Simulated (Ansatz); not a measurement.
# Tin, hcp under PBE: structure, energy and stiffness, part 2 of 2

What does PBE give for tin in the hcp structure? We relax it, solve it on a dense k-mesh, switch on spin-orbit coupling, then scale the cell to 7 volumes from 88 to 112 % of the relaxed one and try a fit of the equation of state. The k-meshes are 11×11×6 for the relaxation; 18×18×9 for the dense run; 11×11×6 for spin-orbit coupling; 12×12×7 for the volumes.

Ansatz 0.2.0; DFT, PBE, plane waves (420 eV) with PAW, scalar-relativistic. The steps go on from the part before.

## Step 7: At 96 % of the relaxed volume

The input, input.yaml:

```yaml
crystal:
  lattice:
    - [3.3316396711, 0.0, 0.0]
    - [-1.6658198356, 2.8852845915, 0.0]
    - [0.0, 0.0, 5.5391320149]
  atoms:
    - { symbol: Sn, position: [0.3333333333, 0.6666666667, 0.25] }
    - { symbol: Sn, position: [0.6666666667, 0.3333333333, 0.75] }
hamiltonian:
  xc: pbe
  pseudopotentials:
    kind: paw
    azcp:
      Sn: "pseudopotentials/Sn.paw.azcp"
basis:
  ecutwfc: 420
  fft_grid_basis: typed
kpoints:
  mp_grid: { grid: [12, 12, 7], shift: [0, 0, 0] }
magnetization:
  spin_polarized: false
scf:
  occupations: { method: fermi_dirac, width: 0.1 }
  lower_state_search: "off"
output:
  stress: true
  write_density: true
  write_potential: true
  elf: true
  volumetric_format: npy
```

On the command line:

```sh
$ ansatz run input.yaml --threads 1 --pin off --max-ram 3584MiB --backend cpu --events-out ev --progress --plain --runs-dir out
```

What it wrote, cut to the lines that bear on the results:

```text
[...]
Pseudopotentials: kind: paw
Pseudopotential: Sn, paw, valence charge 14, recommended cutoff 420 eV (normal), <dir>
Functional definition: PBE
[...]
Crystal: 2 atoms, lattice volume = 53.246 Å³
Basis set: ecut = 420 eV, 1051 PW (Γ)
Bands: 18, of which v1, the nominal top of the filled ones, is band 14 counted from 1 (13 counted from 0)
Symmetry: 24 space group operations
Space group: P63/mmc (ITA 194), of the structure as read, at distance tolerance 3.8e-5 Å
k-points: 76 of 1008
[...]
SCF iter   1: F=—  HF=-12048.290317 eV  |F-HF|=—  |Δ(HF+E_count)|=         —  Δρ=1.09e-3  dr2=4.23e-4  ethr=1.77e-3  ⟨swp⟩=5.4  Hψ=6612  notcnv=0
[...]
SCF iter   6: F=-12048.289382 eV  HF=-12048.289382 eV  |F-HF|=1.65e-9  |Δ(HF+E_count)|=   2.71e-7  Δρ=3.39e-6  dr2=4.72e-9  ethr=3.57e-10  ⟨swp⟩=7.2  Hψ=9098  notcnv=0
[...]
SCF converged after 6 iterations
Free energy (F): -12048.289382 eV
[...]
E sigma→0 (E₀):  -12048.266565 eV
Entropy (-TS):   -0.045634 eV (-22.817 meV/atom)
Fermi energy:    11.181520 eV
[...]
--- Stress (GPa, compression-positive) ---
        2.641350      -0.000000       0.000000
        0.000000       2.641350      -0.000000
       -0.000000      -0.000000       1.179018
  P = ⅓ Tr σ = 2.1539 GPa (21.539 kbar)
--- Band table (eV; the first three rows and the last of 76) ---
  k-point 0: bands = ["-10.3770", "-10.3720", "-10.3597", "-10.3597", "-10.3490", "-10.3490", "-10.3086", "-10.3086", "-10.2157", "-10.2157", "-0.0717", "4.2065", "6.4337", "17.2792", "17.2792", "18.8748", "19.0173", "19.0173"]
[...]
```

Wall time 8 s (1 thread of Intel Xeon Platinum 8259CL at 2.50GHz (Skylake/Cascade Lake), shared host); peak memory 0.53 GiB.

Density in a lattice plane of the grid's cell (edges 3.33 and 5.54 Å, at 0.333 of the third edge), which holds Sn.

Ten even steps from '0' (0.10 e/Å³) to '9' (15.26 e/Å³):
```
00000000000000
00000000000000
00000000122100
00000002466310
00000002699510
00000002466310
00000000122100
00000000000000
00000000000000
00000000000000
00000000000000
00000000000000
00000000000000
00000000000000
00000000000000
00000000000000
00000000000000
00000000000000
00000000000000
00000000000000
```
Columns run along the first of these edges and rows up along the second, over one cell in 14 and 20 even steps from the bottom left corner. Atoms in the plane (fractional): Sn at (0.67, 0.75).

ELF in the same plane.

Ten even steps from '0' (0.00) to '9' (0.36):
```
86667899999999
97668999988999
99789998534689
99899984100269
99999983000158
99899984100269
99789998534689
97668999988999
86667899999999
76666789999987
88888877777777
99999987666678
99999998656789
99999998766799
99999998766799
99999998766799
99999998656789
99999987666678
88888877777777
76666789999987
```
Columns run along the first of these edges and rows up along the second, over one cell in 14 and 20 even steps from the bottom left corner. Atoms in the plane (fractional): Sn at (0.67, 0.75).

Both are smooth fields of the valence electrons: close to the nuclei they are not physical.

## Step 8: At 100 % of the relaxed volume

input.yaml: that of step 7 with these lines changed.

```diff
@@ -2,5 +2,5 @@
   lattice:
-    - [3.3316396711, 0.0, 0.0]
-    - [-1.6658198356, 2.8852845915, 0.0]
-    - [0.0, 0.0, 5.5391320149]
+    - [3.3772842427, 0.0, 0.0]
+    - [-1.6886421214, 2.92481395, 0.0]
+    - [0.0, 0.0, 5.6150199658]
   atoms:
@@ -26,5 +26 @@
   stress: true
-  write_density: true
-  write_potential: true
-  elf: true
-  volumetric_format: npy
```

On the command line:

```sh
$ ansatz run input.yaml --threads 1 --pin off --max-ram 3584MiB --backend cpu --events-out ev --progress --plain --runs-dir out
```

What it wrote, cut to the lines that bear on the results:

```text
[...]
Pseudopotentials: kind: paw
Pseudopotential: Sn, paw, valence charge 14, recommended cutoff 420 eV (normal), <dir>
Functional definition: PBE
[...]
Crystal: 2 atoms, lattice volume = 55.465 Å³
Basis set: ecut = 420 eV, 1099 PW (Γ)
Bands: 18, of which v1, the nominal top of the filled ones, is band 14 counted from 1 (13 counted from 0)
Symmetry: 24 space group operations
Space group: P63/mmc (ITA 194), of the structure as read, at distance tolerance 3.8e-5 Å
k-points: 76 of 1008
[...]
SCF iter   1: F=—  HF=-12048.305235 eV  |F-HF|=—  |Δ(HF+E_count)|=         —  Δρ=9.13e-4  dr2=3.07e-4  ethr=1.77e-3  ⟨swp⟩=5.4  Hψ=6657  notcnv=0
[...]
SCF iter   6: F=-12048.304264 eV  HF=-12048.304264 eV  |F-HF|=1.72e-9  |Δ(HF+E_count)|=   1.78e-8  Δρ=3.18e-6  dr2=3.75e-9  ethr=3.57e-10  ⟨swp⟩=4.8  Hψ=5019  notcnv=0
[...]
SCF converged after 6 iterations
Free energy (F): -12048.304264 eV
[...]
E sigma→0 (E₀):  -12048.280072 eV
Entropy (-TS):   -0.048384 eV (-24.192 meV/atom)
Fermi energy:    10.571709 eV
[...]
--- Stress (GPa, compression-positive) ---
        0.458204       0.000000       0.000000
        0.000000       0.458204       0.000000
        0.000000       0.000000      -0.689654
  P = ⅓ Tr σ = 0.0756 GPa (0.756 kbar)
```

It took 6.4 s on 1 thread of Intel Xeon Platinum 8259CL at 2.50GHz (Skylake/Cascade Lake), shared host; peak memory 0.53 GiB.

## Step 9: At 104 % of the relaxed volume

input.yaml: that of step 8 with these lines changed.

```diff
@@ -2,5 +2,5 @@
   lattice:
-    - [3.3772842427, 0.0, 0.0]
-    - [-1.6886421214, 2.92481395, 0.0]
-    - [0.0, 0.0, 5.6150199658]
+    - [3.4217272899, 0.0, 0.0]
+    - [-1.7108636449, 2.9633027579, 0.0]
+    - [0.0, 0.0, 5.688910281]
   atoms:
```

On the command line:

```sh
$ ansatz run input.yaml --threads 1 --pin off --max-ram 3584MiB --backend cpu --events-out ev --progress --plain --runs-dir out
```

What it wrote, cut to the lines that bear on the results:

```text
[...]
Pseudopotentials: kind: paw
Pseudopotential: Sn, paw, valence charge 14, recommended cutoff 420 eV (normal), <dir>
Functional definition: PBE
[...]
Crystal: 2 atoms, lattice volume = 57.683 Å³
Basis set: ecut = 420 eV, 1123 PW (Γ)
Bands: 18, of which v1, the nominal top of the filled ones, is band 14 counted from 1 (13 counted from 0)
Symmetry: 24 space group operations
Space group: P63/mmc (ITA 194), of the structure as read, at distance tolerance 3.9e-5 Å
k-points: 76 of 1008
[...]
SCF iter   1: F=—  HF=-12048.294516 eV  |F-HF|=—  |Δ(HF+E_count)|=         —  Δρ=8.42e-4  dr2=2.54e-4  ethr=1.77e-3  ⟨swp⟩=5.5  Hψ=6666  notcnv=0
[...]
SCF iter   6: F=-12048.293464 eV  HF=-12048.293464 eV  |F-HF|=2.73e-10  |Δ(HF+E_count)|=   1.50e-8  Δρ=1.94e-6  dr2=2.05e-9  ethr=3.57e-10  ⟨swp⟩=4.7  Hψ=4922  notcnv=0
[...]
SCF converged after 6 iterations
Free energy (F): -12048.293464 eV
[...]
E sigma→0 (E₀):  -12048.268299 eV
Entropy (-TS):   -0.050329 eV (-25.165 meV/atom)
Fermi energy:    10.008875 eV
[...]
--- Stress (GPa, compression-positive) ---
       -1.278932       0.000000      -0.000000
        0.000000      -1.278932       0.000000
       -0.000000       0.000000      -2.161292
  P = ⅓ Tr σ = -1.5731 GPa (-15.731 kbar)
```

It took 5.5 s on 1 thread of Intel Xeon Platinum 8259CL at 2.50GHz (Skylake/Cascade Lake), shared host; peak memory 0.52 GiB.

## Step 10: At 108 % of the relaxed volume

input.yaml: that of step 9 with these lines changed.

```diff
@@ -2,5 +2,5 @@
   lattice:
-    - [3.4217272899, 0.0, 0.0]
-    - [-1.7108636449, 2.9633027579, 0.0]
-    - [0.0, 0.0, 5.688910281]
+    - [3.4650448921, 0.0, 0.0]
+    - [-1.732522446, 3.0008169018, 0.0]
+    - [0.0, 0.0, 5.7609294489]
   atoms:
```

On the command line:

```sh
$ ansatz run input.yaml --threads 1 --pin off --max-ram 3584MiB --backend cpu --events-out ev --progress --plain --runs-dir out
```

What it wrote, cut to the lines that bear on the results:

```text
[...]
Pseudopotentials: kind: paw
Pseudopotential: Sn, paw, valence charge 14, recommended cutoff 420 eV (normal), <dir>
Functional definition: PBE
[...]
Crystal: 2 atoms, lattice volume = 59.902 Å³
Basis set: ecut = 420 eV, 1141 PW (Γ)
Bands: 18, of which v1, the nominal top of the filled ones, is band 14 counted from 1 (13 counted from 0)
Symmetry: 24 space group operations
Space group: P63/mmc (ITA 194), of the structure as read, at distance tolerance 3.9e-5 Å
k-points: 76 of 1008
[...]
SCF iter   1: F=—  HF=-12048.263297 eV  |F-HF|=—  |Δ(HF+E_count)|=         —  Δρ=8.46e-4  dr2=2.59e-4  ethr=1.77e-3  ⟨swp⟩=5.6  Hψ=6697  notcnv=0
[...]
SCF iter   6: F=-12048.262246 eV  HF=-12048.262246 eV  |F-HF|=2.98e-10  |Δ(HF+E_count)|=   2.15e-8  Δρ=1.68e-6  dr2=2.18e-9  ethr=3.57e-10  ⟨swp⟩=4.6  Hψ=4903  notcnv=0
[...]
SCF converged after 6 iterations
Free energy (F): -12048.262246 eV
[...]
E sigma→0 (E₀):  -12048.236494 eV
Entropy (-TS):   -0.051504 eV (-25.752 meV/atom)
Fermi energy:    9.487970 eV
[...]
--- Stress (GPa, compression-positive) ---
       -2.672233      -0.000000       0.000000
       -0.000000      -2.672233       0.000000
        0.000000       0.000000      -3.315115
  P = ⅓ Tr σ = -2.8865 GPa (-28.865 kbar)
```

It took 6 s on 1 thread of Intel Xeon Platinum 8259CL at 2.50GHz (Skylake/Cascade Lake), shared host; peak memory 0.53 GiB.

## Step 11: At 112 % of the relaxed volume

input.yaml: that of step 10 with these lines changed.

```diff
@@ -2,5 +2,5 @@
   lattice:
-    - [3.4650448921, 0.0, 0.0]
-    - [-1.732522446, 3.0008169018, 0.0]
-    - [0.0, 0.0, 5.7609294489]
+    - [3.5073057021, 0.0, 0.0]
+    - [-1.7536528511, 3.0374158369, 0.0]
+    - [0.0, 0.0, 5.8311916108]
   atoms:
@@ -26 +26,5 @@
   stress: true
+  write_density: true
+  write_potential: true
+  elf: true
+  volumetric_format: npy
```

On the command line:

```sh
$ ansatz run input.yaml --threads 1 --pin off --max-ram 3584MiB --backend cpu --events-out ev --progress --plain --runs-dir out
```

What it wrote, cut to the lines that bear on the results:

```text
[...]
Pseudopotentials: kind: paw
Pseudopotential: Sn, paw, valence charge 14, recommended cutoff 420 eV (normal), <dir>
Functional definition: PBE
[...]
Crystal: 2 atoms, lattice volume = 62.121 Å³
Basis set: ecut = 420 eV, 1189 PW (Γ)
Bands: 18, of which v1, the nominal top of the filled ones, is band 14 counted from 1 (13 counted from 0)
Symmetry: 24 space group operations
Space group: P63/mmc (ITA 194), of the structure as read, at distance tolerance 4.0e-5 Å
k-points: 76 of 1008
[...]
SCF iter   1: F=—  HF=-12048.215764 eV  |F-HF|=—  |Δ(HF+E_count)|=         —  Δρ=8.83e-4  dr2=3.16e-4  ethr=1.77e-3  ⟨swp⟩=5.6  Hψ=6688  notcnv=0
[...]
SCF iter   6: F=-12048.214741 eV  HF=-12048.214741 eV  |F-HF|=5.97e-10  |Δ(HF+E_count)|=   3.01e-8  Δρ=1.69e-6  dr2=1.59e-9  ethr=3.57e-10  ⟨swp⟩=9.7  Hψ=9659  notcnv=0
[...]
SCF converged after 6 iterations
Free energy (F): -12048.214741 eV
[...]
E sigma→0 (E₀):  -12048.188688 eV
Entropy (-TS):   -0.052106 eV (-26.053 meV/atom)
Fermi energy:    9.004582 eV
[...]
--- Stress (GPa, compression-positive) ---
       -3.796137      -0.000000       0.000000
       -0.000000      -3.796137       0.000000
        0.000000       0.000000      -4.212924
  P = ⅓ Tr σ = -3.9351 GPa (-39.351 kbar)
--- Band table (eV; the first three rows and the last of 76) ---
  k-point 0: bands = ["-12.4866", "-12.4781", "-12.4760", "-12.4760", "-12.4701", "-12.4701", "-12.4457", "-12.4457", "-12.3887", "-12.3887", "-1.1827", "2.2810", "5.0514", "14.2230", "14.2230", "15.5151", "15.6785", "15.6785"]
[...]
```

It took 8.6 s on 1 thread of Intel Xeon Platinum 8259CL at 2.50GHz (Skylake/Cascade Lake), shared host; peak memory 0.53 GiB.

## Step 12: The equation of state

The cell was scaled evenly, with its shape and the fractional positions fixed.

```
V (Å³/atom)  E − E₀ (meV/atom)  P from the stress (GPa)  P from the fit (GPa)
     24.404               73.1                     8.14                  8.00
     25.514               29.6                     4.79                  4.67
     26.623                6.8                     2.15                  2.05
     27.732                0.0                     0.08                 -0.01
     28.842                5.9                    -1.57                 -1.64
     29.951               21.8                    -2.89                 -2.92
     31.060               45.7                    -3.94                 -3.93
```

A third-order Birch-Murnaghan fit gives V₀ = 27.726 Å³/atom, B₀ = 46 GPa and B₀′ = 4.9; it misses no point by more than 0.05 meV/atom.

Fit and stress differ a little: one follows E(σ → 0), the other the smeared free energy.

## Step 13: Outcome

This closing draws on all 2 parts.

| quantity | value |
| --- | --- |
| space group (spins left aside) | P6_3/mmc (No. 194) |
| conventional cell | a = 3.377 Å, c = 5.615 Å (c/a = 1.663) |
| volume | 27.732 Å³/atom |
| shortest distance | 3.377 Å |
| gap on the mesh | none (levels filled in part) |
| relative to alpha-Sn (diamond) | +59 meV/atom |
| V₀, B₀, B₀′ | 27.726 Å³/atom, 46 GPa, 4.9 |

In words: The relaxation shrank the cell by 1.1 % in volume. It lies 59 meV/atom above the element's reference form at the same level (alpha-Sn (diamond), from a run of its own). No gap shows: it is a metal or semimetal at this level. The total energy of the spin-orbit run lies -2.2 eV/atom from the scalar one, but the two kinds of run don't share a zero of energy: only differences within one kind count. B₀ comes out at 46 GPa; letting shape and positions relax at each volume could only lower it. Relaxation kept the symmetry; phonons were not checked.
